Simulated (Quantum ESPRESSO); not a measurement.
The system is Ti.

```
Ti
1.0
    -1.64100    1.64100    1.64100
     1.64100   -1.64100    1.64100
     1.64100    1.64100   -1.64100
Ti
1
Cartesian
  0.0000 0.0000 0.0000
```

This isn't the form of Ti at room conditions, which is hcp.

Base run:

- Program: Quantum ESPRESSO 7.5
- Functional: PBE
- Potentials or basis: PseudoDojo 0.4.1 SR PBE standard
- Cutoff: 1143 eV
- Density cutoff: 4572 eV
- k mesh: 11 × 11 × 11
- Occupations: fermi-dirac, width 0.05 eV
- Spin: no spin polarisation

Its results: band gap on the k mesh none (metal or under the smearing width); pressure -2.4 GPa.

Task: The run is repeated on the same cell with these changes: functional from PBE to RGE2. What comes out?

Result: Band gap on the k mesh none (metal or under the smearing width); pressure -4.3 GPa.

Caveats: the potentials were made for another functional, which shifts forces and pressure (some runs).
